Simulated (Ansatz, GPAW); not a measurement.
# Ballistic transport through a Ga chain with an H atom on top of one atom, from relaxation to T(E), part 3 of 3

Aim: the conductance of a Ga chain with an H atom on top of one atom after relaxation, and whether geometry, basis or functional moves it most.

GPAW 26.7.0 and Ansatz 0.2.0; Ansatz plane waves; relaxation of the junction with the lead ends held (the session's first sound run).

So far, transmission at the Fermi level (one spin): step 3 (plane waves, PBE) 1.15; step 4 (GPAW, dzp, PBE, GPAW) 1.15; step 5 (single-zeta polarised basis, PBE, GPAW) 1.16. Also conductance of the perfect lead (G₀): step 3 3.00.

## Step 6: Minimal basis

Level of this step: GPAW LCAO, PAW setups; Landauer transmission from Green's functions with principal layers (ASE), zero bias (GPAW).

One function for each valence shell of the setup, as for a first survey of a large system.

run.py

```python
import json
import numpy as np
from ase import Atoms
from ase.transport.calculators import TransportCalculator
from gpaw import GPAW, FermiDirac
from gpaw.lcao.tools import get_lcao_hamiltonian
from scipy.linalg import eigh

# The junction with lead layers at both ends, along the third cell vector
device = Atoms(
    ['Ga', 'Ga', 'Ga', 'Ga', 'Ga', 'Ga', 'Ga', 'H', 'Ga', 'Ga', 'Ga', 'Ga', 'Ga', 'Ga'],
    positions=[
        [4.50000, 4.50000, 1.27500],
        [4.50000, 4.50000, 3.82500],
        [4.50000, 4.50000, 6.37500],
        [4.50000, 4.50000, 8.92500],
        [4.00477, 3.61224, 11.40337],
        [4.32785, 4.48221, 14.01966],
        [4.62663, 4.02112, 16.58332],
        [6.22646, 4.38210, 16.57344],
        [4.32590, 4.47844, 19.14875],
        [3.88119, 3.67751, 21.76036],
        [4.50000, 4.50000, 24.22500],
        [4.50000, 4.50000, 26.77500],
        [4.50000, 4.50000, 29.32500],
        [4.50000, 4.50000, 31.87500]],
    cell=[[9.0, 0.0, 0.0], [0.0, 9.0, 0.0], [0.0, 0.0, 33.15]],
    pbc=True)

# One principal layer of the lead: the first 3 atoms of the device
lead = Atoms(
    ['Ga', 'Ga', 'Ga'],
    positions=[
        [4.50000, 4.50000, 1.27500],
        [4.50000, 4.50000, 3.82500],
        [4.50000, 4.50000, 6.37500]],
    cell=[[9.0, 0.0, 0.0], [0.0, 9.0, 0.0], [0.0, 0.0, 7.65]],
    pbc=True)

settings = dict(mode='lcao', basis='sz(dzp)', xc='PBE', h=0.2,
                occupations=FermiDirac(0.1), maxiter=250,
                mixer=dict(beta=0.1, nmaxold=8, weight=100.0),
                convergence=dict(density=0.0001))
energies = np.arange(-2, 2 + 1e-9, 0.025)
eta = 0.0001
n1, n2 = 1, 1
# k and -k transmit alike, so half of the mesh across the current serves
mesh = [(i, j) for i in range(n1) for j in range(n2) if (i, j) <= (-i % n1, -j % n2)]
weights = np.array([1 if (i, j) == (-i % n1, -j % n2) else 2 for i, j in mesh]) / (n1 * n2)

# [... helper functions left out ...]
fermi_lead = ground_state(lead, (1, 1, 15), 'lead.txt')
fermi_device = ground_state(device, (1, 1, 3), 'device.txt')
# [... loop over the mesh left out, but for ...]
        # Shift the lead onto the potential of the device's first layer
        shift = ((H[:, 0, 0] - H0[:, 0, 0]) / S0[0, 0]).real.mean()
# [...]
kT = 8.617333e-5 * 300
bias = [0.1, 0.2, 0.5, 1.0, 1.5, 2.0]
# [... integrals and printing left out ...]
```

The run is started by

```bash
> OMP_NUM_THREADS=1 OPENBLAS_NUM_THREADS=1 python run.py
```

Numbers of over 12 decimals in the logs are rounded to 6 here.

The log of the run:

```text
basis functions: device 53, principal layer 12
Fermi level: lead -3.2329 eV, device -3.1420 eV; lead shifted by -0.0063 eV
largest coupling past the next layer 5.75e-05 eV, largest misfit of the first layer 0.020 eV
  E-E_F (eV)   T (one spin)  channels
    -2.000    8.9178e-04    1.0000
    -1.975    3.2279e-04    1.0000
    -1.950    2.9260e-05    1.0000
[...]
1.975    2.0134e+00    3.0000
     2.000    1.9978e+00    3.0000
conductance at 300 K: 1.1567 G0 a cell; thermopower -7.467 uV/K
current from the zero-bias T(E) at 0.1 V: 8.9489 uA
current from the zero-bias T(E) at 0.2 V: 17.809 uA
current from the zero-bias T(E) at 0.5 V: 42.001 uA
current from the zero-bias T(E) at 1.0 V: 81.599 uA
current from the zero-bias T(E) at 1.5 V: 130.41 uA
current from the zero-bias T(E) at 2.0 V: 176.56 uA
```

It took 35 s on 1 thread of Intel Xeon 6975P-C (Granite Rapids), shared host; peak memory 0.96 GiB.

Numbers from this step:

- conductance: 1.157 G₀
- thermopower: -7.467 μV/K
- largest coupling past the next principal layer: 5.75e-5 eV
- largest misfit of the first principal layer: 0.01990 eV
- shift that aligns the lead: -0.006327 eV
- basis functions of the junction: 53
- basis functions of a principal layer: 12
- transmission at the Fermi level (one spin): 1.161

One spin. Table of transmission, zone mean by energy, zero at the Fermi level:

energy (eV), transmission, zone mean and a bar:
```
   -2.000       0.00 
   -1.800       0.01 
   -1.600       0.00 
   -1.400       0.58 ########
   -1.200       0.45 ######
   -1.000       0.42 ######
   -0.800       0.54 #######
   -0.600       0.94 #############
   -0.550       1.00 ##############
   -0.400       0.54 #######
   -0.200       0.71 ##########
    0.000       1.16 ################
    0.200       1.36 ###################
    0.400       1.53 #####################
    0.600       1.67 #######################
    0.800       1.83 #########################
    1.000       2.00 ###########################
    1.200       2.13 #############################
    1.400       2.19 ##############################
    1.450       2.19 ##############################
    1.600       2.18 ##############################
    1.800       2.11 #############################
    2.000       2.00 ###########################
```

The conductance, 1.16 G₀, lies 0.8 % above that of the dzp run.

## Step 7: RPBE in the dzp basis: xc = "RPBE"

Back in the dzp basis, the functional changes from PBE to RPBE, to set the spread between functionals beside that between bases.

run.py, as its differences from that of step 6:

```diff
@@ -39,3 +39,3 @@
 
-settings = dict(mode='lcao', basis='sz(dzp)', xc='PBE', h=0.2,
+settings = dict(mode='lcao', basis='dzp', xc='RPBE', h=0.2,
                 occupations=FermiDirac(0.1), maxiter=250,
```

The log of the run:

```text
basis functions: device 174, principal layer 39
Fermi level: lead -2.7535 eV, device -2.6751 eV; lead shifted by -0.0050 eV
largest coupling past the next layer 6.04e-05 eV, largest misfit of the first layer 0.024 eV
  E-E_F (eV)   T (one spin)  [channel counts left out]
    -2.000    2.7303e-03
    -1.975    1.5970e-03
    -1.950    7.0329e-04
[...]
1.975    1.9687e+00
     2.000    1.9501e+00
conductance at 300 K: 1.1332 G0 a cell; thermopower -7.074 uV/K
current from the zero-bias T(E) at 0.1 V: 8.7662 uA
current from the zero-bias T(E) at 0.2 V: 17.443 uA
current from the zero-bias T(E) at 0.5 V: 41.28 uA
current from the zero-bias T(E) at 1.0 V: 78.828 uA
current from the zero-bias T(E) at 1.5 V: 124.23 uA
current from the zero-bias T(E) at 2.0 V: 166.29 uA
```

Elapsed: 60 s, on 1 thread; peak memory 1.1 GiB.

This step gave:

```
conductance                                    : 1.133 G₀
thermopower                                    : -7.074 μV/K
largest coupling past the next principal layer : 6.04e-5 eV
largest misfit of the first principal layer    : 0.02437 eV
shift that aligns the lead                     : -0.005005 eV
basis functions of the junction                : 174
basis functions of a principal layer           : 39
transmission at the Fermi level (one spin)     : 1.138
```

The conductance, 1.13 G₀, lies 1.2 % below that of the dzp run.

## Step 8: The structure as built: geometry = "as built"

The dzp basis with PBE on the structure as first built shows what the relaxation was worth.

run.py, as its differences from that of step 7:

```diff
@@ -16,8 +16,8 @@
         [4.50000, 4.50000, 8.92500],
-        [4.00477, 3.61224, 11.40337],
-        [4.32785, 4.48221, 14.01966],
-        [4.62663, 4.02112, 16.58332],
-        [6.22646, 4.38210, 16.57344],
-        [4.32590, 4.47844, 19.14875],
-        [3.88119, 3.67751, 21.76036],
+        [4.50000, 4.50000, 11.47500],
+        [4.50000, 4.50000, 14.02500],
+        [4.50000, 4.50000, 16.57500],
+        [5.89990, 4.50000, 16.57500],
+        [4.50000, 4.50000, 19.12500],
+        [4.50000, 4.50000, 21.67500],
         [4.50000, 4.50000, 24.22500],
@@ -39,3 +39,3 @@
 
-settings = dict(mode='lcao', basis='dzp', xc='RPBE', h=0.2,
+settings = dict(mode='lcao', basis='dzp', xc='PBE', h=0.2,
                 occupations=FermiDirac(0.1), maxiter=250,
```

The log of the run:

```text
basis functions: device 174, principal layer 39
Fermi level: lead -2.8498 eV, device -2.8593 eV; lead shifted by -0.0132 eV
largest coupling past the next layer 6.03e-05 eV, largest misfit of the first layer 0.013 eV
  E-E_F (eV)   T (one spin)  [channel counts left out]
    -2.000    2.8807e-02
    -1.975    1.9789e-02
    -1.950    1.2272e-02
[...]
1.975    2.2852e+00
     2.000    2.2859e+00
conductance at 300 K: 2.1166 G0 a cell; thermopower -0.2243 uV/K
current from the zero-bias T(E) at 0.1 V: 16.393 uA
current from the zero-bias T(E) at 0.2 V: 32.745 uA
current from the zero-bias T(E) at 0.5 V: 80.062 uA
current from the zero-bias T(E) at 1.0 V: 141.61 uA
current from the zero-bias T(E) at 1.5 V: 201.17 uA
current from the zero-bias T(E) at 2.0 V: 260.19 uA
```

The job ended after 47 s (1 thread; peak memory 1.1 GiB).

Numbers from this step:

```
conductance                                    : 2.117 G₀
largest coupling past the next principal layer : 6.03e-5 eV
largest misfit of the first principal layer    : 0.01336 eV
shift that aligns the lead                     : -0.01321 eV
transmission at the Fermi level (one spin)     : 2.118
```

One spin. Table of transmission, zone mean by energy, zero at the Fermi level:

```tsv
energy (eV)	transmission, zone mean
-2.000	0.0288
-1.900	0.00238
-1.800	0.00651
-1.700	0.0428
-1.600	0.0910
-1.500	4.0e-6
-1.450	0.959
-1.400	0.583
-1.300	0.596
-1.200	0.670
-1.100	0.741
-1.000	0.802
-0.900	0.851
-0.800	0.889
-0.700	0.919
-0.600	0.943
-0.500	0.961
-0.400	0.975
-0.300	0.988
-0.200	2.04
-0.100	2.10
0.000	2.12
0.100	2.12
0.200	2.11
0.300	2.10
0.400	2.10
0.500	2.11
0.600	2.13
0.700	2.16
0.800	2.18
0.900	2.19
1.000	2.21
1.100	2.22
1.200	2.23
1.300	2.24
1.400	2.25
1.500	2.26
1.600	2.27
1.700	2.27
1.800	2.28
1.900	2.28
2.000	2.29
```

The conductance, 2.12 G₀, lies 85 % above that of the dzp run.

## Step 9: The ladder

Times are wall times on the hardware named with each run. Results by setting:

```tsv
no.	run	conductance (G₀)	time	memory (GiB)
1	pw PBE	1.147	54 s	2.7
2	dzp	1.147	59 s	1.1
3	szp	1.156	49 s	1.1
4	sz	1.157	35 s	0.96
5	dzp RPBE	1.133	60 s	1.1
6	asbuilt	2.117	47 s	1.1
```

## Step 10: Comparison

The curves are compared point by point over the common energies.

This step: comparison of transmission and cost over codes, levels and geometry (GPAW 26.7.0).

Ladder, by row:

```tsv
step	code	T at the Fermi level (sum over the listed spins)	conductance (G0)	r.m.s. T(E) from the first	wall time (s)	peak memory (GiB)	threads
pw-pbe	Ansatz	1.15	1.147	0	54.3	2.713	4
dzp	GPAW	1.151	1.147	0.07211	58.6	1.07	1
szp	GPAW	1.16	1.156	0.07582	48.81	1.06	1
sz	GPAW	1.161	1.157	0.1093	35.04	0.96	1
dzp-RPBE	GPAW	1.138	1.133	0.1799	60.21	1.07	1
asbuilt	GPAW	2.118	2.117	0.5072	46.7	1.1	1
```

Table of transmission, zone mean, sum over the listed spins by energy, zero at the Fermi level:

```tsv
energy (eV)	pw-pbe	dzp	szp	sz	dzp-RPBE	asbuilt
-2.000	0.00662	0.00523	0.00181	8.9e-4	0.00273	0.0288
-1.900	0.00139	6.6e-4	4.6e-5	4.6e-4	2.3e-5	0.00238
-1.800	7.1e-4	0.00188	0.00432	0.00505	0.00902	0.00651
-1.700	0.0170	0.0252	0.00322	3.0e-8	0.0686	0.0428
-1.600	0.0928	0.136	2.2e-7	4.1e-6	0.377	0.0910
-1.500	0	5.5e-5	3.3e-7	1.7e-5	0.995	4.0e-6
-1.400	0.472	0.704	0.425	0.582	0.710	0.583
-1.375	0.548	0.658	0.488	0.568	0.624	0.567
-1.300	0.455	0.497	0.484	0.507	0.453	0.596
-1.200	0.348	0.373	0.426	0.445	0.345	0.670
-1.100	0.298	0.319	0.392	0.417	0.301	0.741
-1.000	0.285	0.305	0.387	0.419	0.293	0.802
-0.900	0.302	0.323	0.412	0.455	0.315	0.851
-0.800	0.360	0.385	0.482	0.540	0.382	0.889
-0.700	0.498	0.529	0.626	0.702	0.534	0.919
-0.600	0.795	0.823	0.874	0.937	0.843	0.943
-0.550	0.965	0.975	0.983	0.998	0.986	0.952
-0.525	0.999	0.997	0.997	0.981	0.992	0.957
-0.500	0.970	0.959	0.969	0.928	0.936	0.961
-0.400	0.499	0.499	0.575	0.543	0.463	0.975
-0.300	0.244	0.249	0.295	0.300	0.232	0.988
-0.200	0.751	0.734	0.693	0.707	0.726	2.04
-0.100	1.03	1.02	1.02	1.03	1.01	2.10
0.000	1.15	1.15	1.16	1.16	1.14	2.12
0.100	1.24	1.24	1.26	1.26	1.23	2.12
0.200	1.33	1.33	1.36	1.36	1.31	2.11
0.300	1.41	1.41	1.45	1.45	1.39	2.10
0.400	1.48	1.49	1.53	1.53	1.46	2.10
0.500	1.55	1.55	1.61	1.60	1.53	2.11
0.600	1.62	1.62	1.68	1.67	1.60	2.13
0.700	1.70	1.70	1.76	1.75	1.67	2.16
0.800	1.78	1.78	1.85	1.83	1.75	2.18
0.900	1.88	1.88	1.94	1.91	1.85	2.19
1.000	1.97	1.97	2.03	2.00	1.94	2.21
1.100	2.06	2.06	2.11	2.07	2.04	2.22
1.200	2.13	2.13	2.17	2.13	2.11	2.23
1.300	2.16	2.18	2.20	2.17	2.16	2.24
1.400	2.18	2.21	2.21	2.19	2.19	2.25
1.425	2.17	2.21	2.22	2.19	2.19	2.25
1.450	2.17	2.21	2.22	2.19	2.19	2.26
1.500	2.16	2.21	2.21	2.19	2.19	2.26
1.600	2.13	2.19	2.19	2.18	2.17	2.27
1.700	2.07	2.15	2.16	2.15	2.14	2.27
1.800	2.00	2.10	2.12	2.11	2.08	2.28
1.900	1.91	2.04	2.07	2.06	2.02	2.28
2.000	1.80	1.97	2.00	2.00	1.95	2.29
```

## Step 11: Other settings

One more run, with changed settings.

This step: GPAW LCAO, PAW setups; Landauer transmission from Green's functions with principal layers (ASE), zero bias (GPAW 26.7.0).

run.py, as its differences from that of step 8:

```diff
@@ -16,8 +16,8 @@
         [4.50000, 4.50000, 8.92500],
-        [4.50000, 4.50000, 11.47500],
-        [4.50000, 4.50000, 14.02500],
-        [4.50000, 4.50000, 16.57500],
-        [5.89990, 4.50000, 16.57500],
-        [4.50000, 4.50000, 19.12500],
-        [4.50000, 4.50000, 21.67500],
+        [4.00477, 3.61224, 11.40337],
+        [4.32785, 4.48221, 14.01966],
+        [4.62663, 4.02112, 16.58332],
+        [6.22646, 4.38210, 16.57344],
+        [4.32590, 4.47844, 19.14875],
+        [3.88119, 3.67751, 21.76036],
         [4.50000, 4.50000, 24.22500],
@@ -39,4 +39,4 @@
 
-settings = dict(mode='lcao', basis='dzp', xc='PBE', h=0.2,
-                occupations=FermiDirac(0.1), maxiter=250,
+settings = dict(mode='lcao', basis='dzp', xc='PBE', h=0.5,
+                occupations=FermiDirac(0.1), maxiter=50,
                 mixer=dict(beta=0.1, nmaxold=8, weight=100.0),
```

The log of the run:

```text
basis functions: device 174, principal layer 39
Fermi level: lead -2.8499 eV, device -2.7745 eV; lead shifted by -0.0046 eV
largest coupling past the next layer 5.93e-05 eV, largest misfit of the first layer 0.030 eV
  E-E_F (eV)   T (one spin)  [channel counts left out]
    -2.000    6.7092e-03
    -1.975    5.1378e-03
    -1.950    3.6737e-03
    -1.925    2.3578e-03
    -1.900    1.2485e-03
    -1.875    4.2932e-04
    -1.850    1.9721e-05
    -1.825    1.9171e-04
    -1.800    1.1948e-03
    -1.775    3.3949e-03
    -1.750    7.3337e-03
    -1.725    1.3824e-02
    -1.700    2.4097e-02
    -1.675    4.0038e-02
    -1.650    6.4536e-02
    -1.625    1.0196e-01
[...]
1.825    2.0772e+00
     1.850    2.0620e+00
     1.875    2.0461e+00
     1.900    2.0295e+00
     1.925    2.0123e+00
     1.950    1.9946e+00
     1.975    1.9765e+00
     2.000    1.9579e+00
conductance at 300 K: 1.1416 G0 a cell; thermopower -7.229 uV/K
current from the zero-bias T(E) at 0.1 V: 8.8314 uA
current from the zero-bias T(E) at 0.2 V: 17.572 uA
current from the zero-bias T(E) at 0.5 V: 41.574 uA
current from the zero-bias T(E) at 1.0 V: 79.616 uA
current from the zero-bias T(E) at 1.5 V: 125.13 uA
current from the zero-bias T(E) at 2.0 V: 167.47 uA
```

It took 13 s on 1 thread; peak memory 0.24 GiB.

The run finished. A setting was moved off its sound value on purpose, so it serves as a test and not as the result.

The fault put into the input: a grid far too coarse (h = 0.5).

The two runs compared:

```tsv
quantity	this run	sound run	difference
conductance (G₀)	1.1416	1.1470	-0.00538
thermopower (μV/K)	-7.2294	-7.1808	-0.0485
largest coupling past the next principal layer (eV)	5.929e-5	6.030e-5	-1.0e-6
largest misfit of the first principal layer (eV)	0.029579	0.022911	0.00667
shift that aligns the lead (eV)	-0.0046054	-0.0048189	2.1e-4
transmission at the Fermi level (one spin)	1.1461	1.1513	-0.00513
```

## Step 12: Outcome

```
conductance                                        : 1.15 G₀
transmission at the Fermi level, mean of the spins : 1.15
thermopower                                        : -7.18 μV/K
```

In the dzp basis the junction conducts 1.15 G₀ at 300 K, with T = 1.15 a spin at the Fermi level; the sz basis reaches that conductance within 10 %. Relaxation moved atoms by up to 1.0 Å and took the conductance from 2.12 to 1.15 G₀, as a ratio a larger change than the step from dzp to the minimal basis. Plane waves (PBE) give T = 1.15 there. At the Fermi level the three most open eigenchannels pass 0.99, 0.15 and 0.010. The negative thermopower says that the thermally weighted transmission is larger above the Fermi level, as for electron-like transport. Measured against the first run (pw-pbe), the nearest curve is that of dzp (r.m.s. 0.072) and the farthest that of asbuilt (0.51). Over the compared runs wall time goes from 35 s (sz) to 60 s (dzp-RPBE), on a shared host; the plane-wave run used 4 threads and the orbital runs 1. The leads kept an estimated spacing and the cell its length, so the junction may be under some tension or compression. An evenly spaced straight chain is an idealisation: free chains tend to dimerise, zigzag or, where a band edge lies near the Fermi level, turn magnetic. The currents use the zero-bias T(E) throughout, which holds only while the bias is small against the distance to the nearest feature.

[Logs are printed without paths, hosts, clocks, repeated set-up lines and the standing remarks that a program may print on its own settings, such as how far it seeks lower states.]

[Hosts, paths, dates, database ids (printed as entryN), source tags and the programs' standing remarks are cut or masked in the printed files.]
